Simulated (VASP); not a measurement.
# GaAs (F-43m) in VASP: further runs, part 2 of 2

VASP 6.6.1. The steps go on from the part before.

**3. G0W0 quasiparticle levels, PBE**

Input file POSCAR:

```
GaAs
1.0
    0.0000000000      2.8268500000      2.8268500000
    2.8268500000      0.0000000000      2.8268500000
    2.8268500000      2.8268500000      0.0000000000
As Ga
1 1
Direct
    0.7500000000      0.7500000000      0.7500000000
    0.0000000000      0.0000000000      0.0000000000
```

Input file INCAR.step1:

```
SYSTEM = GaAs
ALGO     = Normal         ! electronic algorithm
EDIFF    = 1E-8           ! SCF threshold, eV
ENCUT    = 520            ! plane-wave cutoff, eV
GGA      = PE             ! functional
ISMEAR   = 0              ! smearing method
LASPH    = .TRUE.         ! aspherical terms in the spheres
LCHARG   = .FALSE.        ! write CHGCAR
LREAL    = .FALSE.        ! projectors in reciprocal space
LWAVE    = .TRUE.         ! write WAVECAR
NELM     = 60             ! most SCF steps
PREC     = Accurate       ! precision mode
SIGMA    = 0.01           ! smearing width, eV
```

Input file INCAR.step2:

```
SYSTEM = GaAs
ALGO     = Exact          ! electronic algorithm
EDIFF    = 1E-8           ! SCF threshold, eV
ENCUT    = 520            ! plane-wave cutoff, eV
GGA      = PE             ! functional
ISMEAR   = 0              ! smearing method
ISTART   = 1            
LASPH    = .TRUE.         ! aspherical terms in the spheres
LCHARG   = .FALSE.        ! write CHGCAR
LOPTICS  = .TRUE.         ! frequency-dependent dielectric function
LREAL    = .FALSE.        ! projectors in reciprocal space
LWAVE    = .TRUE.         ! write WAVECAR
NBANDS   = 63             ! bands
NELM     = 1              ! most SCF steps
PREC     = Accurate       ! precision mode
SIGMA    = 0.01           ! smearing width, eV
```

Input file INCAR.step3:

```
SYSTEM = GaAs
ALGO     = EVGW0          ! electronic algorithm
EDIFF    = 1E-8           ! SCF threshold, eV
ENCUT    = 520            ! plane-wave cutoff, eV
ENCUTGW  = 150            ! cutoff of the response function
GGA      = PE             ! functional
ISMEAR   = 0              ! smearing method
ISTART   = 1            
LASPH    = .TRUE.         ! aspherical terms in the spheres
LCHARG   = .FALSE.        ! write CHGCAR
LREAL    = .FALSE.        ! projectors in reciprocal space
LWAVE    = .FALSE.        ! write WAVECAR
NBANDS   = 63             ! bands
NBANDSGW = 17           
NELMGW   = 1            
NOMEGA   = 48             ! frequency points
PREC     = Accurate       ! precision mode
PRECFOCK = Fast         
SIGMA    = 0.01           ! smearing width, eV
```

Input file KPOINTS:

```
k-points
0
G
  3 3 3
  0 0 0
```

Potentials or basis: VASP PAW PBE potentials, release 64 (As_GW, Ga_d_GW).

The run is started by

```sh
$ cat potpaw_PBE.64/As_GW/POTCAR potpaw_PBE.64/Ga_d_GW/POTCAR > POTCAR
$ cp INCAR.step1 INCAR
$ mpirun -np 1 vasp_std > vasp.out
$ cp INCAR.step2 INCAR
$ mpirun -np 1 vasp_std > vasp.out
$ cp INCAR.step3 INCAR
$ mpirun -np 1 vasp_std > vasp.out
```

OUTCAR:

```text
SYSTEM = GaAs
   EDIFF = 1E-8
   ENCUT = 520
   ENCUTGW = 150
   GGA = PE
   ISMEAR = 0
   ISTART = 1
   LASPH = .TRUE.
   LREAL = .FALSE.
   NELMGW = 1
   PREC = Accurate
   PRECFOCK = Fast

 Found      4 irreducible k-points:

 Following reciprocal coordinates:
            Coordinates               Weight
  0.000000  0.000000  0.000000      1.000000
  0.333333  0.000000  0.000000      8.000000
  0.333333  0.333333  0.000000      6.000000
 -0.333333  0.333333  0.000000     12.000000
   k-points           NKPTS =      4   k-points in BZ     NKDIM =     27   number of bands    NBANDS=     63
   number of dos      NEDOS =    301   number of ions     NIONS =      2
   total plane-waves  NPLWV =  27000
   dimension x,y,z NGX =    30 NGY =   30 NGZ =   30
   dimension x,y,z NGXF=    60 NGYF=   60 NGZF=   60
   ions per type =               1   1
   NGX,Y,Z   is equivalent  to a cutoff of  12.48, 12.48, 12.48 a.u.
   NGXF,Y,Z  is equivalent  to a cutoff of  24.95, 24.95, 24.95 a.u.
 SYSTEM =  GaAs
   PREC   = accura    normal or accurate (medium, high low for compatibility)
   ISTART =      1    job   : 0-new  1-cont  2-samecut
   ICHARG =      0    charge: 1-file 2-atom 10-const
   ISPIN  =      1    spin polarized calculation?
   LNONCOLLINEAR =      F non collinear calculations
   LSORBIT =      F    spin-orbit coupling
   LASPH  =      T    aspherical Exc in radial PAW
   ENCUT  =  520.0 eV  38.22 Ry    6.18 a.u.   7.43  7.43  7.43*2*pi/ulx,y,z
   NELM   =     60;   NELMIN=  2; NELMDL=  0     # of ELM steps
   EDIFF  = 0.1E-07   stopping-criterion for ELM
   LREAL  =      F    real-space projection
   EDIFFG = 0.1E-06   stopping-criterion for IOM
   NSW    =      0    number of steps for IOM
   IBRION =     -1    ionic relax: 0-MD 1-quasi-New 2-CG
   NFREE  =      0    steps in history (QN), initial steepest desc. (CG)
   ISIF   =      0    stress and relaxation
   ISYM   =      3    0-nonsym 1-usesym 2-fastsym
   POTIM  = 0.5000    time-step for ionic-motion
   TEBEG  =    0.0;   TEEND  =   0.0 temperature during run
   PSTRESS=    0.0 pullay stress
   NELECT =      18.0000    total number of electrons
   NUPDOWN=      -1.0000    fix difference up-down
   EMIN   =  10.00;   EMAX   =-10.00  energy-range for DOS
   EFERMI =   0.00;   METHOD = LEGACY
   ISMEAR =     0;   SIGMA  =   0.01  broadening in eV -4-tet -1-fermi 0-gaus
   EFERMI_NEDOS =   21; number of points for ismear=-14 and -15
   IALGO  =     38    algorithm
   IMIX   =      4    mixing-type and parameters
     AMIX     =   0.40;   BMIX     =  1.00
     AMIX_MAG =   1.60;   BMIX_MAG =  1.00
  volume/ion in A,a.u.               =      22.59       152.44
  Fermi-wavevector in a.u.,A,eV,Ry     =   1.204628  2.276417 19.743799  1.451128
  Thomas-Fermi vector in A             =   2.340347
   LORBIT       =      0    0 simple, 1 ext, 2 COOP (PROOUT), +10 PAW based schemes
   GGA     = PE    functional components
   LHFCALC =     T    Hartree Fock is set to
   PRECFOCK=fast      Normal, Fast or Accurate (Low or Medium for compatibility)
   ENCUT4O =  -1.0   cutoff for four orbital integrals eV
   NKREDX  =     1    reduce k-point grid by
   NKREDY  =     1    reduce k-point grid by
   NKREDZ  =     1    reduce k-point grid by
   AEXX    =    1.0000 exact exchange contribution
   HFSCREEN=    0.0000 screening length (either q_TF or 0.3 A-1)
   HFSCREENC=   0.0000 screening length for correlation (either q_TF or 0.3 A-1)
   ENCUTFOCK=  -1.0 apply spherical cutoff to Coloumb kernel
   IVDW    =     0    specifies the selected vdW correction
   LEPSILON=     F    determine dielectric tensor
   LRPA    =     F    only Hartree local field effects (RPA)
   LRPAFORCE           =     F    calculate RPA forces
   ENCUTGW             = 150.0    cutoff for response function in eV
   ENCUTGWSOFT         = 120.0    soft cutoff for Coulomb kernel in GW response function in eV
   ENCUTLF             =  -1.0    cutoff for local field effects
   NELMGW              =     1    number of iterations in solving QP/BSE equation
   NELMHF              =     1    number of iterations in the inner HF iteration
   NKREDLFX            =     1    NKREDLFY  =   1   NKREDLFZ  =   1
 non-spin polarized calculation
 Gauss-broadening in eV      SIGMA  =   0.01
  energy-cutoff  :      520.00
  volume of cell :       45.18
 maximum number of plane-waves:      1243
 NGX is ok and might be reduce to    30
  NGX = 18; NGY = 18; NGZ = 18
   NGX = 15   NGY = 15   NGZ = 15
 maximum number of plane-waves:       194
 NGX is ok and might be reduce to    18

 QP shifts <psi_nk| G(iteration)W_0 |psi_nk>: iteration 1
 for sc-GW calculations column KS-energies equals QP-energies in previous step
 and V_xc(KS)=  KS-energies - (<T + V_ion + V_H > + <T+V_H+V_ion>^1  + <V_x>^1)

 k-point   1 :       0.0000    0.0000    0.0000
  band No.  KS-energies  QP-energies   sigma(KS)   V_xc(KS)     V^pw_x(r,r')   Z            occupation Imag(sigma)

      1     -10.9651     -13.2801     -25.0968     -21.7133     -35.0816       0.6842       2.0000       0.3553
      2     -10.9651     -13.2801     -25.0968     -21.7133     -35.0816       0.6842       2.0000       0.3553
      3     -10.9651     -13.2801     -25.0968     -21.7133     -35.0816       0.6842       2.0000       0.3553
      4     -10.8897     -13.2228     -25.2178     -21.8103     -35.1697       0.6847       2.0000       0.3223
      5     -10.8897     -13.2228     -25.2178     -21.8103     -35.1697       0.6847       2.0000       0.3223
      6      -8.7615      -9.1121     -11.6291     -11.1303     -18.0698       0.7027       2.0000       1.1576
[... 9 lines left out ...]
     16      14.0005      14.1641      -9.6032      -9.8162      -4.4906       0.7679       0.0000      -0.3143
     17      15.4488      15.3738      -7.7369      -7.6402      -2.1677       0.7766       0.0000      -0.4734

 k-point   2 :       0.3333    0.0000    0.0000
  band No.  KS-energies  QP-energies   sigma(KS)   V_xc(KS)     V^pw_x(r,r')   Z            occupation Imag(sigma)

      1     -11.0223     -13.2779     -24.7313     -21.4306     -34.6545       0.6834       2.0000       0.3754
      2     -10.9496     -13.2731     -25.1310     -21.7419     -35.1161       0.6856       2.0000       0.3524
      3     -10.9496     -13.2731     -25.1310     -21.7419     -35.1161       0.6856       2.0000       0.3524
      4     -10.8875     -13.2252     -25.2222     -21.8158     -35.1796       0.6862       2.0000       0.3215
      5     -10.8875     -13.2252     -25.2222     -21.8158     -35.1796       0.6862       2.0000       0.3215
      6      -7.6088      -7.9566     -12.2156     -11.7153     -18.3652       0.6951       2.0000       0.9507
[... 9 lines left out ...]
     16      13.5613      13.6425      -9.1804      -9.2865      -3.9872       0.7652       0.0000      -0.3393
     17      17.4292      17.6443      -9.1109      -9.3926      -3.0332       0.7637       0.0000      -0.6782

 k-point   3 :       0.3333    0.3333    0.0000
  band No.  KS-energies  QP-energies   sigma(KS)   V_xc(KS)     V^pw_x(r,r')   Z            occupation Imag(sigma)

      1     -11.0487     -13.2907     -24.6798     -21.3933     -34.6041       0.6822       2.0000       0.3796
      2     -10.9289     -13.2621     -25.1871     -21.7894     -35.1806       0.6867       2.0000       0.3489
      3     -10.9289     -13.2621     -25.1871     -21.7894     -35.1806       0.6867       2.0000       0.3489
      4     -10.9075     -13.2278     -25.1532     -21.7551     -35.0946       0.6828       2.0000       0.3240
      5     -10.8798     -13.2222     -25.2357     -21.8300     -35.1970       0.6878       2.0000       0.3191
      6      -7.1934      -7.5354     -12.2895     -11.8003     -18.2789       0.6990       2.0000       0.8897
[... 9 lines left out ...]
     16      17.0267      17.1907      -8.8602      -9.0758      -2.9014       0.7607       0.0000      -0.6199
     17      19.2175      19.1951      -8.4266      -8.3974      -2.4725       0.7677       0.0000      -0.7791

 k-point   4 :      -0.3333    0.3333    0.0000
  band No.  KS-energies  QP-energies   sigma(KS)   V_xc(KS)     V^pw_x(r,r')   Z            occupation Imag(sigma)

      1     -11.0520     -13.2825     -24.6315     -21.3601     -34.5497       0.6818       2.0000       0.3843
      2     -10.9354     -13.2633     -25.1602     -21.7625     -35.1404       0.6852       2.0000       0.3446
      3     -10.9279     -13.2649     -25.1877     -21.7913     -35.1823       0.6881       2.0000       0.3498
      4     -10.8970     -13.2261     -25.1941     -21.7903     -35.1472       0.6843       2.0000       0.3221
      5     -10.8859     -13.2255     -25.2196     -21.8151     -35.1775       0.6872       2.0000       0.3200
      6      -6.4239      -6.7481     -12.7711     -12.3083     -18.5500       0.7007       2.0000       0.7811
[... 9 lines left out ...]
     16      18.2109      18.3634      -8.7536      -8.9508      -2.7263       0.7735       0.0000      -0.7132
     17      18.6242      18.6568      -8.2264      -8.2680      -2.3581       0.7849       0.0000      -0.7122
```

Run time: 40 s. Hardware: 1 thread of Intel Xeon Platinum 8488C (Sapphire Rapids), shared host; peak memory 0.32 GiB.

The run converged, but some of its settings lie outside the range that counts as converged, so its numbers aren't taken as properties of the crystal.

Results:

* Band gap on the k mesh, mean-field level: 0.49 eV, direct
* Quasiparticle gap: 1.46 eV
* Least direct quasiparticle gap: 1.46 eV

Caveat: the k mesh is coarse (spacing up to 0.64 Å⁻¹), so the values aren't converged; bands, screening cutoff and mesh are small and nothing is extrapolated, so the quasiparticle values aren't converged.

**4. G0W0 quasiparticle levels, PBE**

POSCAR is that of step 3.

INCAR.step1: that of step 3 with these lines changed.

```diff
@@ -3,3 +3,3 @@
 EDIFF    = 1E-8           ! SCF threshold, eV
-ENCUT    = 520            ! plane-wave cutoff, eV
+ENCUT    = 450            ! plane-wave cutoff, eV
 GGA      = PE             ! functional
```

INCAR.step2: that of step 3 with these lines changed.

```diff
@@ -3,3 +3,3 @@
 EDIFF    = 1E-8           ! SCF threshold, eV
-ENCUT    = 520            ! plane-wave cutoff, eV
+ENCUT    = 450            ! plane-wave cutoff, eV
 GGA      = PE             ! functional
@@ -12,3 +12,3 @@
 LWAVE    = .TRUE.         ! write WAVECAR
-NBANDS   = 63             ! bands
+NBANDS   = 280            ! bands
 NELM     = 1              ! most SCF steps
```

INCAR.step3: that of step 3 with these lines changed.

```diff
@@ -3,4 +3,4 @@
 EDIFF    = 1E-8           ! SCF threshold, eV
-ENCUT    = 520            ! plane-wave cutoff, eV
-ENCUTGW  = 150            ! cutoff of the response function
+ENCUT    = 450            ! plane-wave cutoff, eV
+ENCUTGW  = 50             ! cutoff of the response function
 GGA      = PE             ! functional
@@ -12,3 +12,3 @@
 LWAVE    = .FALSE.        ! write WAVECAR
-NBANDS   = 63             ! bands
+NBANDS   = 280            ! bands
 NBANDSGW = 17
```

KPOINTS is that of step 3.

Potentials or basis: VASP PAW PBE potentials, release 64 (As_GW, Ga_d_GW).

The run is started by

```sh
$ cat potpaw_PBE.64/As_GW/POTCAR potpaw_PBE.64/Ga_d_GW/POTCAR > POTCAR
$ cp INCAR.step1 INCAR
$ mpirun -np 1 vasp_std > vasp.out
$ cp INCAR.step2 INCAR
$ mpirun -np 1 vasp_std > vasp.out
$ cp INCAR.step3 INCAR
$ mpirun -np 1 vasp_std > vasp.out
```

OUTCAR:

```text
SYSTEM = GaAs
   EDIFF = 1E-8
   ENCUT = 450
   ENCUTGW = 50
   GGA = PE
   ISMEAR = 0
   ISTART = 1
   LASPH = .TRUE.
   LREAL = .FALSE.
   NELMGW = 1
   PREC = Accurate
   PRECFOCK = Fast

 Found      4 irreducible k-points:

 Following reciprocal coordinates:
            Coordinates               Weight
  0.000000  0.000000  0.000000      1.000000
  0.333333  0.000000  0.000000      8.000000
  0.333333  0.333333  0.000000      6.000000
 -0.333333  0.333333  0.000000     12.000000
[... 60 lines left out ...]
   ENCUTLF             =  -1.0    cutoff for local field effects
   NELMGW              =     1    number of iterations in solving QP/BSE equation
   NELMHF              =     1    number of iterations in the inner HF iteration
   NKREDLFX            =     1    NKREDLFY  =   1   NKREDLFZ  =   1
 non-spin polarized calculation
 Gauss-broadening in eV      SIGMA  =   0.01
  energy-cutoff  :      450.00
  volume of cell :       45.18
 maximum number of plane-waves:      1002
  NGX = 16; NGY = 16; NGZ = 16
   NGX = 13   NGY = 13   NGZ = 13
 maximum number of plane-waves:        39
 NGX is ok and might be reduce to    10

 QP shifts <psi_nk| G(iteration)W_0 |psi_nk>: iteration 1
 for sc-GW calculations column KS-energies equals QP-energies in previous step
 and V_xc(KS)=  KS-energies - (<T + V_ion + V_H > + <T+V_H+V_ion>^1  + <V_x>^1)

 k-point   1 :       0.0000    0.0000    0.0000
  band No.  KS-energies  QP-energies   sigma(KS)   V_xc(KS)     V^pw_x(r,r')   Z            occupation Imag(sigma)

      1     -10.9657     -14.4457     -26.7821     -21.7143     -35.0608       0.6867       2.0000       0.3064
      2     -10.9657     -14.4457     -26.7821     -21.7143     -35.0608       0.6867       2.0000       0.3064
      3     -10.9657     -14.4457     -26.7821     -21.7143     -35.0608       0.6867       2.0000       0.3064
      4     -10.8902     -14.3917     -26.9103     -21.8111     -35.1533       0.6867       2.0000       0.2711
      5     -10.8902     -14.3917     -26.9103     -21.8111     -35.1533       0.6867       2.0000       0.2711
      6      -8.7612      -8.9752     -11.4330     -11.1299     -18.0691       0.7057       2.0000       1.1569
[... 59 lines left out ...]
      3     -10.9289     -14.4459     -26.8798     -21.7922     -35.1574       0.6913       2.0000       0.3014
      4     -10.8981     -14.3942     -26.8840     -21.7912     -35.1297       0.6865       2.0000       0.2718
      5     -10.8869     -14.4014     -26.9109     -21.8160     -35.1596       0.6898       2.0000       0.2699
      6      -6.4238      -6.6320     -12.6039     -12.3077     -18.5477       0.7027       2.0000       0.7911
[... 9 lines left out ...]
     16      18.2111      18.2529      -8.8961      -8.9499      -2.7256       0.7750       0.0000      -0.6719
     17      18.6244      18.4926      -8.4360      -8.2679      -2.3578       0.7842       0.0000      -0.6838
```

Wall time 44 s (1 thread of Intel Xeon Platinum 8488C (Sapphire Rapids), shared host); peak memory 0.29 GiB.

These settings aren't checked as converged: the numbers below hold their error.

Results:

| Property | Result |
| --- | --- |
| Band gap on the k mesh, mean-field level | 0.49 eV, direct |
| Quasiparticle gap | 1.39 eV |
| Least direct quasiparticle gap | 1.39 eV |

Caveat: the k mesh is coarse (spacing up to 0.64 Å⁻¹), so the values aren't converged; the cutoff is under 1.25 times the usual one of these potentials, so pressure, stress and relaxed cells hold a basis-set (Pulay) error; bands, screening cutoff and mesh are small and nothing is extrapolated, so the quasiparticle values aren't converged.

**5. The reference run**

An earlier run on the cell as given: functional PBEsol; potentials or basis VASP PAW PBE potentials, release 64 (As, Ga_d); cutoff 520 eV; k mesh 8 × 8 × 8; occupations fermi-dirac, width 0.05 eV; no spin polarisation.

* Pressure: 0.3 GPa
* Band gap on the k mesh: 0.46 eV, direct
